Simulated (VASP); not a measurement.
# Te (P3_121) in VASP: relaxation of cell and atoms with rev-vdW-DF2

Aim: the relaxation of cell and atoms of Te with rev-vdW-DF2.

All numbers are computed with VASP 6.6.1; they aren't measurements. Logs are shortened: lines on timing, memory, paths and dates and some standing lists are left out, and cuts for length are marked.

### 1 Starting point

It takes space group P3_121 (No. 152, trigonal). Conventional cell: a = 4.395 Å, b = 4.395 Å, c = 6.009 Å, α = 90.00°, β = 90.00°, γ = 120.00°. Around Te (site symmetry 2) lie 2 Te at 2.92 Å.

### 2 Relaxation of cell and atoms, rev-vdW-DF2

The input, INCAR:

```
  PREC = Accurate
  ENCUT = 600
  EDIFF = 1E-7
  ISMEAR = 0
  SIGMA = 0.03
  LREAL = F
  LASPH = T
  NELM = 80
  ALGO = Normal
  ISIF = 3
  LWAVE = F
  LCHARG = F
  GGA = MK
  LUSE_VDW = T
  AGGAC = 0.0
  PARAM1 = 0.1234
  PARAM2 = 0.711357
  ZAB_VDW = -1.8867
  IBRION = 2
  NSW = 90
  EDIFFG = -0.005
```

The input, KPOINTS:

```
Automatic mesh
0
Gamma
  9 9 6
```

The input, POSCAR:

```
Te                                      
1.0
    4.3951736928      0.0000000000      0.0000000000
   -2.1975868464      3.8063320735      0.0000000000
    0.0000000000      0.0000000000      6.0093508225
  Te            
     3
Direct
     0.2793194254561217    0.0000000000000000    0.3333333300000021
     0.9999999999999831    0.2793194254560878    0.6666666699999979
     0.7206805745438952    0.7206805745439121    1.0000000000000000
```

Potentials or basis: VASP PAW PBE potentials, release 64 (Te).

On the command line:

```console
> cat potpaw_PBE.64/Te/POTCAR > POTCAR
> mpirun -np 1 vasp_std > vasp.out
```

OUTCAR:

```text
PREC = Accurate
   ENCUT = 600
   EDIFF = 1E-7
   ISMEAR = 0
   LREAL = F
   LASPH = T
   NELM = 80
   ISIF = 3
   GGA = MK
   IBRION = 2
   NSW = 90
   EDIFFG = -0.005

 ion  position               nearest neighbor table
   1  0.279  0.000  0.333-   3 2.92   2 2.92   3 3.42   3 3.42   2 3.42   2 3.42
   2  1.000  0.279  0.667-   3 2.92   1 2.92   3 3.42   3 3.42   1 3.42   1 3.42
   3  0.721  0.721  0.000-   1 2.92   2 2.92   1 3.42   2 3.42   2 3.42   1 3.42

  LATTYP: Found a hexagonal cell.
 ALAT       =     4.3951736928
 C/A-ratio  =     1.3672612831

  Lattice vectors:

 A1 = (   4.3951736928,   0.0000000000,   0.0000000000)
 A2 = (  -2.1975868464,   3.8063320735,   0.0000000000)
 A3 = (   0.0000000000,   0.0000000000,   6.0093508225)

Analysis of symmetry for initial positions (statically):
=====================================================================
 Subroutine PRICEL returns:
 Original cell was already a primitive cell.

 Routine SETGRP: Setting up the symmetry group for a
 hexagonal supercell.

 Subroutine GETGRP returns: Found  6 space group operations
 (whereof  2 operations were pure point group operations)
 out of a pool of 24 trial point group operations.

The static configuration has the point symmetry C_2 .
 The point group associated with its full space group is D_3 .

Analysis of symmetry for dynamics (positions and initial velocities):
=====================================================================
 Subroutine PRICEL returns:
 Original cell was already a primitive cell.

 Routine SETGRP: Setting up the symmetry group for a
 hexagonal supercell.

 Subroutine GETGRP returns: Found  6 space group operations
 (whereof  2 operations were pure point group operations)
 out of a pool of 24 trial point group operations.

The dynamic configuration has the point symmetry C_2 .
 The point group associated with its full space group is D_3 .

 Subroutine INISYM returns: Found  6 space group operations
 (whereof  2 operations are pure point group operations),
 and found     1 'primitive' translations

----------------------------------------------------------------------------------------

                                     Primitive cell

  volume of cell :     100.5334

  direct lattice vectors                    reciprocal lattice vectors
     4.395173693  0.000000000  0.000000000     0.227522294  0.131360057  0.000000000
    -2.197586846  3.806332074  0.000000000     0.000000000  0.262720115  0.000000000
     0.000000000  0.000000000  6.009350823     0.000000000  0.000000000  0.166407326

  length of vectors
     4.395173693  4.395173694  6.009350823     0.262720115  0.262720115  0.166407326

  position of ions in fractional coordinates (direct lattice)
     0.279319425  0.000000000  0.333333330
     1.000000000  0.279319425  0.666666670
     0.720680575  0.720680575  0.000000000

  ion indices of the primitive-cell ions
   primitive index   ion index
                 1           1
                 2           2
                 3           3

----------------------------------------------------------------------------------------

 KPOINTS: Automatic mesh

Automatic generation of k-mesh.
 Grid dimensions read from file:
 generate k-points for:    9    9    6

 Generating k-lattice:

  Cartesian coordinates                     Fractional coordinates (reciprocal lattice)
     0.025280255  0.014595562  0.000000000     0.111111111  0.000000000  0.000000000
     0.000000000  0.029191124  0.000000000     0.000000000  0.111111111  0.000000000
     0.000000000  0.000000000  0.027734554     0.000000000  0.000000000  0.166666667

  Length of vectors
     0.029191124  0.029191124  0.027734554

  Shift w.r.t. Gamma in fractional coordinates (k-lattice)
     0.000000000  0.000000000  0.000000000

 Subroutine IBZKPT returns following result:
 ===========================================

 Found     62 irreducible k-points:

 Following reciprocal coordinates:
            Coordinates               Weight
  0.000000  0.000000  0.000000      1.000000
  0.111111  0.000000  0.000000      6.000000
  0.222222  0.000000  0.000000      6.000000
  0.333333  0.000000  0.000000      6.000000
  0.444444  0.000000  0.000000      6.000000
  0.111111  0.111111  0.000000      6.000000
[... 16 lines left out ...]
  0.222222  0.111111  0.166667     12.000000
 -0.111111  0.333333  0.166667     12.000000
 [... further k-points ...]
   k-points           NKPTS =     62   k-points in BZ     NKDIM =     62   number of bands    NBANDS=     13
   number of dos      NEDOS =    301   number of ions     NIONS =      3
   total plane-waves  NPLWV =  62208
   dimension x,y,z NGX =    36 NGY =   36 NGZ =   48
   dimension x,y,z NGXF=    72 NGYF=   72 NGZF=   96
   ions per type =               3
   NGX,Y,Z   is equivalent  to a cutoff of  13.62, 13.62, 13.28 a.u.
   NGXF,Y,Z  is equivalent  to a cutoff of  27.23, 27.23, 26.56 a.u.
 SYSTEM =  unknown system
   PREC   = accura    normal or accurate (medium, high low for compatibility)
   ISTART =      0    job   : 0-new  1-cont  2-samecut
   ICHARG =      2    charge: 1-file 2-atom 10-const
   ISPIN  =      1    spin polarized calculation?
   LNONCOLLINEAR =      F non collinear calculations
   LSORBIT =      F    spin-orbit coupling
   LASPH  =      T    aspherical Exc in radial PAW
   ENCUT  =  600.0 eV  44.10 Ry    6.64 a.u.   8.78  8.78 12.00*2*pi/ulx,y,z
   NELM   =     80;   NELMIN=  2; NELMDL= -5     # of ELM steps
   EDIFF  = 0.1E-06   stopping-criterion for ELM
   LREAL  =      F    real-space projection
   EDIFFG = -.5E-02   stopping-criterion for IOM
   NSW    =     90    number of steps for IOM
   IBRION =      2    ionic relax: 0-MD 1-quasi-New 2-CG
   NFREE  =      1    steps in history (QN), initial steepest desc. (CG)
   ISIF   =      3    stress and relaxation
   ISYM   =      2    0-nonsym 1-usesym 2-fastsym
   POTIM  = 0.5000    time-step for ionic-motion
   TEBEG  =    0.0;   TEEND  =   0.0 temperature during run
   PSTRESS=    0.0 pullay stress
   NELECT =      18.0000    total number of electrons
   NUPDOWN=      -1.0000    fix difference up-down
   EMIN   =  10.00;   EMAX   =-10.00  energy-range for DOS
   EFERMI =   0.00;   METHOD = LEGACY
   ISMEAR =     0;   SIGMA  =   0.03  broadening in eV -4-tet -1-fermi 0-gaus
   EFERMI_NEDOS =   21; number of points for ismear=-14 and -15
   IALGO  =     38    algorithm
   IMIX   =      4    mixing-type and parameters
     AMIX     =   0.40;   BMIX     =  1.00
     AMIX_MAG =   1.60;   BMIX_MAG =  1.00
  volume/ion in A,a.u.               =      33.51       226.14
  Fermi-wavevector in a.u.,A,eV,Ry     =   0.922704  1.743657 11.583756  0.851382
  Thomas-Fermi vector in A             =   2.048260
   LORBIT       =      0    0 simple, 1 ext, 2 COOP (PROOUT), +10 PAW based schemes
   GGA     = MK    functional components
   LHFCALC =     F    Hartree Fock is set to
   AEXX    =    0.0000 exact exchange contribution
   IVDW_NL    =     1    kernel type
   BPARAM     = 6.3000
   IVDW    =     0    specifies the selected vdW correction
   LEPSILON=     F    determine dielectric tensor
   LRPA    =     F    only Hartree local field effects (RPA)
 conjugate gradient relaxation of ions
 non-spin polarized calculation
 Gauss-broadening in eV      SIGMA  =   0.03
  energy-cutoff  :      600.00
  volume of cell :      100.53
 maximum number of plane-waves:      3396
 NGX is ok and might be reduce to    36
   NGX = 17   NGY = 17   NGZ = 25

--------------------------------------- Ionic step        1  -------------------------------------------

 number of electron      18.0000000 magnetization

 Free energy of the ion-electron system (eV)
  ---------------------------------------------------
  ext. energy  EPLUGINS =         0.00000000
  ---------------------------------------------------
  free energy    TOTEN  =        -4.51687082 eV

  energy without entropy =       -4.51677071  energy(sigma->0) =       -4.51682076

------------------------ aborting loop because EDIFF is reached ----------------------------------------

  FORCE on cell =-STRESS in cart. coord.  units (eV):
  Direction    XX          YY          ZZ          XY          YZ          ZX
  --------------------------------------------------------------------------------------
  -------------------------------------------------------------------------------------
  Total        0.0044588      0.0044588     -0.0274954      0.0000000      0.0000000      0.0000000
  in kB        0.0710597      0.0710597     -0.4381883      0.0000000      0.0000000      0.0000000
  external PRESSURE =      -0.0986897 kB  Pullay stress =       0.0000000 kB
[... 102 lines left out ...]
Total vdW correction in eV:      3.3869564

--------------------------------------- Ionic step        4  -------------------------------------------

 number of electron      17.9999999 magnetization

 Free energy of the ion-electron system (eV)
  ---------------------------------------------------
  ext. energy  EPLUGINS =         0.00000000
  ---------------------------------------------------
  free energy    TOTEN  =        -4.51690010 eV

  energy without entropy =       -4.51681609  energy(sigma->0) =       -4.51685810

 E-fermi :   6.0519     XC(G=0):  -9.1987

 val. band max:        6.0203138490   @ k =   0.3333   0.3333   0.5000
 cond. band min:       6.0752175725   @ k =   0.3333   0.3333   0.5000
 fundamental gap:      0.0549037235
 Fermi energy:         6.0519286857

 k-point     1 :       0.0000    0.0000    0.0000
  band No.  band energies     occupation
      1      -7.5763      2.00000
      2      -4.3630      2.00000
      3      -4.3630      2.00000
      4       3.1544      2.00000
      5       3.4365      2.00000
      6       3.4365      2.00000
      7       4.3512      2.00000
      8       4.3512      2.00000
      9       5.0389      2.00000
     10       6.9856      0.00000
     11       6.9856      0.00000
     12       7.6483      0.00000
     13      10.9962      0.00000
[... 353 lines left out ...]
 k-point    24 :      -0.1111    0.3333    0.1667
  band No.  band energies     occupation
      1      -6.8864      2.00000
      2      -5.1221      2.00000
      3      -3.7780      2.00000
      4       1.1859      2.00000
      5       1.7785      2.00000
      6       2.7259      2.00000
      7       4.1213      2.00000
      8       4.9314      2.00000
      9       5.4444      2.00000
     10       6.7634      0.00000
     11       7.2850      0.00000
     12       7.7832      0.00000
     13       9.6596      0.00000

 [... further k-points ...]

------------------------ aborting loop because EDIFF is reached ----------------------------------------

  FORCE on cell =-STRESS in cart. coord.  units (eV):
  Direction    XX          YY          ZZ          XY          YZ          ZX
  --------------------------------------------------------------------------------------
  -------------------------------------------------------------------------------------
  Total        0.0081401      0.0081401      0.0089764     -0.0000000      0.0000000      0.0000000
  in kB        0.1297847      0.1297847      0.1431195     -0.0000000      0.0000000      0.0000000
  external PRESSURE =       0.1342296 kB  Pullay stress =       0.0000000 kB
[... 18 lines left out ...]
  FREE ENERGIE OF THE ION-ELECTRON SYSTEM (eV)
  ---------------------------------------------------
  free  energy   TOTEN  =        -4.5169001015 eV

  energy  without entropy=       -4.5168160916  energy(sigma->0) =       -4.51685810

Total vdW correction in eV:      3.3874696

 reached required accuracy - stopping structural energy minimisation
```

Wall time 5.2 min (1 thread of Intel Xeon 6975P-C (Granite Rapids), shared host); peak memory 0.62 GiB.

Results:

- Free energy: -4.5169 eV
- Relaxed volume: 33.50 Å³/atom
- Relaxed cell: a = 4.397 Å, b = 4.397 Å, c = 6.002 Å, α = 90.00°, β = 90.00°, γ = 120.00°
- Space group after relaxing (to 0.05 Å): P3_121 (No. 152)
- Energy gained by relaxing: 0.0 meV/atom
- Ionic steps: 4
- Pressure after relaxing: 0.0 GPa
- Largest force after relaxing: 0.004 eV/Å
- Band gap on the k mesh: 0.05 eV, direct

Forces on the atoms (eV/Å):
```
Te   0.004  0.000  0.000
Te  -0.002  0.003  0.000
Te  -0.002 -0.003  0.000
```

Final structure:
```
Te
1.0
     4.39675    0.00000    0.00000
    -2.19838    3.80770    0.00000
     0.00000    0.00000    6.00234
Te
3
Direct
  0.27954 0.00000 0.33333
  0.00000 0.27954 0.66667
  0.72046 0.72046 0.00000
```

Caveat: the PAW data sets were made with another functional, which shifts forces and pressure a little; spin-orbit coupling is left out, which moves the levels of the heavy elements; an odd mesh through Γ misses points on the zone boundary, where band edges often lie.
